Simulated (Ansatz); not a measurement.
# SrO: the cell at several levels of theory

Cell and atoms of SrO in the h-MgO structure are relaxed in turn with PBE, r2SCAN, PBEsol, LDA and HSE06. This is a trial cell built on a prototype, not taken from a measured structure, and it needn't be the compound's ground state.

Code: Ansatz 0.2.0. PAW datasets, plane waves, zero pressure. (Calculated; spin-unpolarised; the phase may be known or hypothetical.)

## (1) The cell

The symmetry is P6_3/mmc (No. 194, hexagonal); conventional cell a = 4.129 Å, c = 5.161 Å, 19.05 Å³ an atom. Around Sr lie 5 O at 2.38–2.58 Å; around O lie 5 Sr at 2.38–2.58 Å.

The structure in full:

```cif
data_structure
_symmetry_space_group_name_H-M 'P 1'
_symmetry_Int_Tables_number 1
_cell_length_a 4.1288
_cell_length_b 4.1288
_cell_length_c 5.1607
_cell_angle_alpha 90.000
_cell_angle_beta 90.000
_cell_angle_gamma 120.000
_cell_volume 76.19
loop_
_atom_site_label
_atom_site_type_symbol
_atom_site_fract_x
_atom_site_fract_y
_atom_site_fract_z
_atom_site_occupancy
Sr1 Sr 0.33333 0.66667 0.25000 1
Sr2 Sr 0.66667 0.33333 0.75000 1
O1 O 0.66667 0.33333 0.25000 1
O2 O 0.33333 0.66667 0.75000 1
```

## (2) Relaxing with PBE

The input, input.yaml:

```yaml
crystal:
  lattice:
    - [4.1287807718, 0.0, 0.0]
    - [-2.0643903859, 3.575629035, 0.0]
    - [0.0, 0.0, 5.1607017]
  atoms:
    - { symbol: Sr, position: [0.3333333333, 0.6666666667, 0.25] }
    - { symbol: Sr, position: [0.6666666667, 0.3333333333, 0.75] }
    - { symbol: O, position: [0.6666666667, 0.3333333333, 0.25] }
    - { symbol: O, position: [0.3333333333, 0.6666666667, 0.75] }
kpoints:
  mp_grid: { grid: [6, 6, 4] }
hamiltonian:
  xc: pbe
scf:
  occupations: { method: fermi_dirac, width: 0.02 }
relax:
  f_tol: 0.005
  cell: {}
```

Started as:

```console
> ansatz run input.yaml --threads 2 --pin off --max-ram 2211MiB --backend cpu --events-out ev --progress --plain --runs-dir out
```

Further steps of the session: Relaxation with r2SCAN; Relaxing with PBEsol; Relaxing with LDA; Relaxation with HSE06.

What does the calculation give? Wanted: for each run, a; c; volume; space group; SCF geometries.

The runs gave:

| level | a (Å) | c (Å) | volume (Å³/atom) | space group | SCF geometries |
| --- | --- | --- | --- | --- | --- |
| PBE | 4.290 | 5.185 | 20.661 | P6_3/mmc | 10 |
| r2SCAN | 4.270 | 5.144 | 20.308 | P6_3/mmc | 5 |
| PBEsol | 4.236 | 5.110 | 19.847 | P6_3/mmc | 7 |
| LDA | 4.189 | 5.050 | 19.189 | P6_3/mmc | 7 |
| HSE06 | 4.264 | 5.138 | 20.220 | P6_3/mmc | 4 |

**Reading.** The first relaxation changed the volume by +8.5 % from the start. The volume runs from LDA (least) to PBE (most), a spread of 7.7 %, or 2.5 % in length if all axes shared it alike.
